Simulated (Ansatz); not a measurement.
# MgSi (P4/mmm) in Ansatz: convergence with wavefunction cutoff

Aim: find how far wavefunction cutoff must go before the results for MgSi settle, at r2SCAN. This setting moves, with any that are tied to it; all else stays.

All numbers are computed with Ansatz 0.2.0; they aren't measurements. Logs are shortened: lines on timing, memory, paths and dates and some standing lists are left out, and cuts for length are marked.

## (1) The crystal as given

Symmetry: P4/mmm, No. 123, tetragonal system. The conventional cell has a = 2.908 Å, b = 2.908 Å, c = 4.103 Å, α = 90.00°, β = 90.00°, γ = 90.00°. Si (site symmetry 4/mmm) is surrounded by 8 Mg at 2.90 Å and 4 Si at 2.91 Å. Around Mg (site symmetry 4/mmm) lie 8 Si at 2.90 Å and 4 Mg at 2.91 Å.

The cell comes from a database or a generator and needn't be the stable form of this composition.

## (2) With wavefunction cutoff 400 eV

Contents of input.yaml:

```yaml
crystal:
  lattice:
    - [2.908394, 0.0, 0.0]
    - [0.0, 2.908394, 0.0]
    - [0.0, 0.0, 4.103427]
  atoms:
    - { symbol: Si, position: [0.5, 0.5, 0.5] }
    - { symbol: Mg, position: [0.0, 0.0, 0.0] }
hamiltonian:
  xc: r2scan
  pseudopotentials: { kind: nc }
kpoints:
  mp_grid: { grid: [8, 8, 6] }
scf:
  occupations: { method: gaussian, width: 0.1 }
output:
  forces: true
  stress: true
  eigenvalues: true
basis:
  ecutwfc: "400 eV"
```

Potentials or basis: Ansatz NC.

On the command line:

```
$ ansatz run input.yaml --threads 2 --pin off --max-ram 5632MiB --backend cpu --events-out ev --progress --plain --runs-dir out
```

The program printed:

```text
Warning: basis.ecutwfc = 400 eV is below the records' recommended 1142.878222 eV, and the density's cutoff is lower with it unless basis.ecutrho_ratio is high enough to keep the records' density cutoff: compare with a run at a higher cutoff
Warning: RAYON_NUM_THREADS=2 ignored (pool sized by the plan → 2); use --threads N
Engine: ansatz 0.2.0, aarch64-unknown-linux-gnu
Pseudopotentials: kind: nc
Pseudopotential: Si, nc, valence charge 4, recommended cutoff 489.804952 eV (normal), Si.nc.azcp
Pseudopotential: Mg, nc, valence charge 10, recommended cutoff 1142.878222 eV (normal), Mg.nc.azcp
Functional definition: r2SCAN
  parameter k0 = 0.174
  parameter k1 = 0.065
  parameter a1 = 4.9479
  exchange = r2scan_x(k0 = k0, k1 = k1, a1 = a1)
  correlation = r2scan_c
Crystal: 2 atoms, lattice volume = 34.710 Å³
Basis set: ecut = 400 eV, 633 PW (Γ), exchange–correlation on 80×80×108 points (64 copies of the dense FFT grid, shifted against one another)
Bands: 11, of which v1, the nominal top of the filled ones, is band 7 counted from 1 (6 counted from 0)
Symmetry: 16 space group operations
Space group: P4/mmm (ITA 123), of the structure as read, at distance tolerance 3.3e-5 Å
k-points: 60 of 384
Non-local potential: Si, projectors of the file, l = 0: 2, l = 1: 2, l = 2: 2
Non-local potential: Mg, projectors of the file, l = 0: 2, l = 1: 2
Initial density: superposition of atomic densities (chi_scale 0.1, normalization cell, long waves kept (reshape's long-wave potential 0.00 eV rms))
Initial wavefunctions: pseudopotential atomic-orbital guess
Functional: x = r2scan, c = r2scan; τ floored in thin density (d = 2e-4 eV/Å³)
SCF iter   1: F=—  HF=-1717.568195 eV  |F-HF|=—  |Δ(HF+E_count)|=         —  Δρ=4.30e-1  dr2=1.23e1  dr2_τ=2.48e2  ethr=3.10e-3  ⟨swp⟩=5.9  Hψ=4928  notcnv=0
preconditioner: auto → none  [metal: Δε(μ)=0.108 eV  Ē_g=9.461 eV  σ=0.100 eV  W_gap=0.48  n_scr=6 (ndim 8)  ℏωp=15.4 eV  f_vac=0.000  D(μ)=0.44/eV (n_scr^D=0)  sad-step TF]
SCF iter   2: F=—  HF=-1712.171503 eV  |F-HF|=—  |Δ(HF+E_count)|=    5.40e0  Δρ=2.04e-1  dr2=2.86e0  dr2_τ=6.60e0  ethr=3.10e-3  ⟨swp⟩=2.1  Hψ=1795  notcnv=0  defer=10
SCF iter   3: F=—  HF=-1711.131150 eV  |F-HF|=—  |Δ(HF+E_count)|=    1.04e0  Δρ=1.20e-2  dr2=7.62e-2  dr2_τ=5.51e-2  ethr=3.10e-3  ⟨swp⟩=3.0  Hψ=1474  notcnv=0  defer=10
SCF iter   4: F=—  HF=-1711.116575 eV  |F-HF|=—  |Δ(HF+E_count)|=   1.46e-2  Δρ=5.22e-3  dr2=3.97e-3  dr2_τ=1.67e-2  ethr=5.45e-4  ⟨swp⟩=2.0  Hψ=1202  notcnv=0  defer=10
SCF iter   5: F=—  HF=-1711.123956 eV  |F-HF|=—  |Δ(HF+E_count)|=   7.38e-3  Δρ=7.58e-4  dr2=9.78e-5  dr2_τ=1.15e-4  ethr=2.83e-5  ⟨swp⟩=3.0  Hψ=1054  notcnv=0  defer=10
SCF iter   6: F=—  HF=-1711.124045 eV  |F-HF|=—  |Δ(HF+E_count)|=   8.97e-5  Δρ=2.37e-4  dr2=1.21e-5  dr2_τ=9.92e-6  ethr=6.99e-7  ⟨swp⟩=2.0  Hψ=807  notcnv=0  defer=10
SCF iter   7: F=-1711.124050 eV  HF=-1711.124050 eV  |F-HF|=1.12e-8  |Δ(HF+E_count)|=   4.20e-6  Δρ=9.73e-6  dr2=2.92e-8  dr2_τ=2.69e-8  ethr=7.14e-10  ⟨swp⟩=7.0  Hψ=4378  notcnv=0
SCF 1 converged in 7 iterations: F = -1711.124050 eV  dr2 = 2.92e-8
SCF converged after 7 iterations
Free energy (F): -1711.124050 eV
Harris-Foulkes:  -1711.124050 eV  (|F-HF|=1.12e-8)
Internal energy: -1711.121597 eV  (E = F + TS)
E sigma→0 (E₀):  -1711.122823 eV
Entropy (-TS):   -0.002452 eV (-1.226 meV/atom)
Fermi energy:    8.563478 eV
--- Per-component energies (eV) ---
  E_band       = -357.449655
  E_kinetic    = 840.905355
  E_local      = -1559.971463  (includes V_loc(G=0)·N_el)
  E_nonlocal   = -379.299834
  E_hartree    = 538.132917
  E_xc         = -292.519727
  E_vxc        = -360.876320  (∫ρ·V_xc dr)
  E_vtau       = 25.524535  (kinetic-family band-sum trace: ∫τ·v_τ [+ j·A + Jᵃ·Aᵃ] dr)
  E_ewald      = -858.368845
  E_smearing   = -0.002452  (= −TS)
  E_closure    = 0.000000  (closes the sum)
  Σ components = -1711.124050   (vs F -1711.124050, Δ=0.00e0)
--- Forces (eV/Å), atoms counted from 1 ---
  atom   1  Si     0.00000000     0.00000000     0.00000000
  atom   2  Mg    -0.00000000     0.00000000     0.00000000
  max |Σ_I F_I| component: 1.48e-31 eV/Å
--- Stress (GPa, compression-positive) ---
        1.230992       0.000000       0.000000
        0.000000       1.230992       0.000000
        0.000000       0.000000      -2.292733
  P = ⅓ Tr σ = 0.0564 GPa (0.564 kbar)
--- Band table (eV; the first three rows and the last of 60) ---
  k-point 0: bands = ["-83.1100", "-36.0624", "-36.0624", "-35.3768", "-3.3318", "5.8013", "7.4738", "13.4596", "13.4596", "14.2456", "17.5678"]
  k-point 1: bands = ["-83.1763", "-36.4757", "-36.4757", "-36.2155", "-3.1117", "3.8184", "9.9009", "13.5347", "13.5347", "14.4762", "17.8036"]
  k-point 2: bands = ["-83.1038", "-35.8013", "-35.7452", "-35.7452", "-2.5263", "1.8077", "13.3805", "13.7181", "13.7181", "15.1218", "18.4014"]
  k-point 59: bands = ["-83.0182", "-35.1568", "-35.1568", "-35.1534", "5.2157", "6.0978", "6.0978", "7.8192", "10.6693", "10.6693", "10.7003"]
```

It took 1.4 s on 2 threads of Arm Neoverse V1, shared host; peak memory 0.28 GiB.

Results:

| Item | Value |
| --- | --- |
| Free energy | -1711.1240 eV |
| Pressure | 0.1 GPa |
| Band gap on the k mesh | none (metal or under the smearing width) |

## (3) With wavefunction cutoff 500 eV

Edit input.yaml of step 2 so:

```diff
@@ -20,2 +20,2 @@
 basis:
-  ecutwfc: "400 eV"
+  ecutwfc: "500 eV"
```

Potentials or basis: Ansatz NC.

On the command line:

```
$ ansatz run input.yaml --threads 2 --pin off --max-ram 5632MiB --backend cpu --events-out ev --progress --plain --runs-dir out
```

Wall time 2 s (2 threads of Arm Neoverse V1, shared host); peak memory 0.32 GiB.

Results:

| Item | Value |
| --- | --- |
| Free energy | -1745.5498 eV |
| Pressure | -1.2 GPa |
| Band gap on the k mesh | none (metal or under the smearing width) |

## (4) With wavefunction cutoff 600 eV

Edit input.yaml of step 3 so:

```diff
@@ -20,2 +20,2 @@
 basis:
-  ecutwfc: "500 eV"
+  ecutwfc: "600 eV"
```

On the command line:

```
$ ansatz run input.yaml --threads 2 --pin off --max-ram 5632MiB --backend cpu --events-out ev --progress --plain --runs-dir out
```

Wall time 2.3 s (2 threads of Arm Neoverse V1, shared host); peak memory 0.34 GiB.

What came out:

- Free energy: -1761.4052 eV
- Pressure: -1.2 GPa
- Band gap on the k mesh: none (metal or under the smearing width)

## (5) With wavefunction cutoff 700 eV

Edit input.yaml of step 4 so:

```diff
@@ -20,2 +20,2 @@
 basis:
-  ecutwfc: "600 eV"
+  ecutwfc: "700 eV"
```

On the command line:

```
$ ansatz run input.yaml --threads 2 --pin off --max-ram 5632MiB --backend cpu --events-out ev --progress --plain --runs-dir out
```

Run time: 3.2 s. Hardware: 2 threads of Arm Neoverse V1, shared host; peak memory 0.38 GiB.

Results:

| Item | Value |
| --- | --- |
| Free energy | -1767.8134 eV |
| Pressure | -1.8 GPa |
| Band gap on the k mesh | none (metal or under the smearing width) |

## (6) With wavefunction cutoff 850 eV

Edit input.yaml of step 5 so:

```diff
@@ -20,2 +20,2 @@
 basis:
-  ecutwfc: "700 eV"
+  ecutwfc: "850 eV"
```

Potentials or basis: Ansatz NC.

On the command line:

```
$ ansatz run input.yaml --threads 2 --pin off --max-ram 5632MiB --backend cpu --events-out ev --progress --plain --runs-dir out
```

It took 4.1 s on 2 threads of Arm Neoverse V1, shared host; peak memory 0.45 GiB.

It converged, with:

* Free energy: -1770.4512 eV
* Pressure: -1.6 GPa
* Band gap on the k mesh: none (metal or under the smearing width)

## (7) With wavefunction cutoff 1000 eV

Edit input.yaml of step 6 so:

```diff
@@ -20,2 +20,2 @@
 basis:
-  ecutwfc: "850 eV"
+  ecutwfc: "1000 eV"
```

On the command line:

```
$ ansatz run input.yaml --threads 2 --pin off --max-ram 5632MiB --backend cpu --events-out ev --progress --plain --runs-dir out
```

It took 5 s on 2 threads of Arm Neoverse V1, shared host; peak memory 0.49 GiB.

It converged, with:

```
Free energy            : -1770.8072 eV
Pressure               : -1.6 GPa
Band gap on the k mesh : none (metal or under the smearing width)
```

## (8) With wavefunction cutoff 1200 eV

Edit input.yaml of step 7 so:

```diff
@@ -20,2 +20,2 @@
 basis:
-  ecutwfc: "1000 eV"
+  ecutwfc: "1200 eV"
```

On the command line:

```
$ ansatz run input.yaml --threads 2 --pin off --max-ram 5632MiB --backend cpu --events-out ev --progress --plain --runs-dir out
```

Wall time 7.8 s (2 threads of Arm Neoverse V1, shared host); peak memory 0.61 GiB.

Results (log left out):

* Free energy: -1770.8321 eV
* Pressure: -1.6 GPa
* Band gap on the k mesh: none (metal or under the smearing width)

## (9) With wavefunction cutoff 1400 eV

Edit input.yaml of step 8 so:

```diff
@@ -20,2 +20,2 @@
 basis:
-  ecutwfc: "1200 eV"
+  ecutwfc: "1400 eV"
```

Potentials or basis: Ansatz NC.

On the command line:

```
$ ansatz run input.yaml --threads 2 --pin off --max-ram 5632MiB --backend cpu --events-out ev --progress --plain --runs-dir out
```

Run time: 7.5 s. Hardware: 2 threads of Arm Neoverse V1, shared host; peak memory 0.65 GiB.

It converged, with:

```yaml
Free_energy: -1770.8326 eV
Pressure: -1.6 GPa
Band_gap_on_the_k_mesh: none (metal or under the smearing width)
```

## (10) With wavefunction cutoff 1700 eV

Edit input.yaml of step 9 so:

```diff
@@ -20,2 +20,2 @@
 basis:
-  ecutwfc: "1400 eV"
+  ecutwfc: "1700 eV"
```

On the command line:

```
$ ansatz run input.yaml --threads 2 --pin off --max-ram 5632MiB --backend cpu --events-out ev --progress --plain --runs-dir out
```

It took 10 s on 2 threads of Arm Neoverse V1, shared host; peak memory 0.81 GiB.

Results (log left out):

| Item | Value |
| --- | --- |
| Free energy | -1770.8330 eV |
| Pressure | -1.6 GPa |
| Band gap on the k mesh | none (metal or under the smearing width) |

## (11) Summary

| wavefunction cutoff | energy less the tightest run, at zero smearing (meV/atom) | pressure (GPa) | SCF cycles | CPU time (s) | peak memory (GiB) |
| --- | --- | --- | --- | --- | --- |
| 400 eV | 29854.50 | 0.06 | 7 | 2.8 | 0.28 |
| 500 eV | 12641.65 | -1.16 | 7 | 3.8 | 0.32 |
| 600 eV | 4713.96 | -1.23 | 7 | 4.5 | 0.34 |
| 700 eV | 1509.81 | -1.78 | 7 | 6.2 | 0.38 |
| 850 eV | 190.91 | -1.60 | 7 | 8.1 | 0.45 |
| 1000 eV | 12.90 | -1.56 | 7 | 9.7 | 0.49 |
| 1200 eV | 0.47 | -1.56 | 8 | 15 | 0.61 |
| 1400 eV | 0.20 | -1.57 | 8 | 15 | 0.65 |
| 1700 eV | 0.00 | -1.57 | 8 | 20 | 0.81 |

Against the tightest run, the energy stays within 1 meV/atom from 1200 eV on; the pressure stays within 0.1 GPa from 850 eV on. The tightest run that finished is the yardstick and may itself not be fully converged.

Caveats: the potentials were made for another functional, which shifts forces and pressure.
